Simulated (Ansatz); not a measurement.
# C: the cost of one run

Method: DFT PBE, scalar-relativistic, plane waves, PAW, in Ansatz 0.2.0.

A COD entry behind a cell of this session may itself be a prediction, so a difference from it is no test against experiment.

6 further runs of the same task are left out: 6 set aside as unsound or not needed.

## 1. The structure to begin with

Symmetry: P6_3/mmc, No. 194, hexagonal system. The conventional cell has a = 2.518 Å, b = 2.518 Å, c = 8.305 Å, α = 90.00°, β = 90.00°, γ = 120.00°. Around C (site symmetry 3m) lie 4 C at 1.54 Å. C (site symmetry 3m) has 4 C at 1.54 to 1.57 Å as nearest neighbours.

Structure file:

```
CELL_PARAMETERS angstrom
2.51806 0.00000 0.00000
-1.25903 2.18071 0.00000
0.00000 0.00000 8.30469
ATOMIC_POSITIONS crystal
C 0.00000 0.00000 0.09297
C 0.00000 0.00000 0.59297
C 0.00000 0.00000 0.40703
C 0.00000 0.00000 0.90703
C 0.33333 0.66667 0.15553
C 0.66667 0.33333 0.65553
C 0.33333 0.66667 0.34447
C 0.66667 0.33333 0.84447
```

It is the result of an earlier relaxation at this level (volume 5.70 Å³/atom; gap on the mesh: 4.54 eV).

## 2. The scan

The energy is mapped over two normal modes frozen in (zone-centre modes of the cell shown).

- amplitude of mode 4 (390 cm⁻¹), largest displacement: 11 values from −0.116 to 0.116 Å
- amplitude of mode 5 (390 cm⁻¹), largest displacement: 11 values from −0.116 to 0.116 Å

Nothing else is relaxed (the cell and all other modes fixed). Energies count from the relaxed high-symmetry cell. Points are written as (first, second).

The modes come from a phonon run on the reference cell, made beforehand.

Displacement patterns for an amplitude of 1 (Å):

```
atom      x1     y1     z1     x2      y2     z2
  C1   1.000  0.000  0.000  0.000   1.000  0.000
  C2  -1.000  0.000  0.000  0.000  -1.000  0.000
  C3  -1.000  0.000  0.000  0.000  -1.000  0.000
  C4   1.000  0.000  0.000  0.000   1.000  0.000
  C5   0.819  0.000  0.000  0.000   0.819  0.000
  C6  -0.819  0.000  0.000  0.000  -0.819  0.000
  C7  -0.819  0.000  0.000  0.000  -0.819  0.000
  C8   0.819  0.000  0.000  0.000   0.819  0.000
```

## 3. The run at (−0.116 Å, −0.070 Å)

The input, input.yaml:

```yaml
crystal:
  lattice:
    - [2.5180642186, 0.0, 0.0]
    - [-1.2590321093, 2.1807075817, 0.0]
    - [0.0, 0.0, 8.3046919353]
  atoms:
    - { symbol: C, position: [-0.0620252564, -0.0319162462, 0.0929732494] }
    - { symbol: C, position: [0.0620252564, 0.0319162462, 0.5929732494] }
    - { symbol: C, position: [0.0620252564, 0.0319162462, 0.4070267506] }
    - { symbol: C, position: [-0.0620252564, -0.0319162462, 0.9070267506] }
    - { symbol: C, position: [0.2825427237, 0.6405314164, 0.1555299995] }
    - { symbol: C, position: [0.7174572763, 0.3594685836, 0.6555299995] }
    - { symbol: C, position: [0.384123943, 0.692801917, 0.3444700005] }
    - { symbol: C, position: [0.615876057, 0.307198083, 0.8444700005] }
basis:
  ecutwfc: 520.0
kpoints:
  mp_grid: { grid: [12, 12, 4] }
hamiltonian:
  xc: pbe
  pseudopotentials: { kind: paw, azcp: { folder: soft_1 } }
scf:
  occupations: { method: gaussian, width: 0.05 }
output:
  forces: true
  stress: true
  eigenvalues: true
```

Launch:

```sh
$ ansatz run input.yaml --threads 2 --pin off --max-ram 4096MiB --backend cpu --events-out ev --progress --plain --runs-dir out
```

**Question.** How long does this run take on 2 threads of Arm Neoverse N1, shared host, and how much memory does it need?

About 29 s, with a peak of 0.56 GiB.
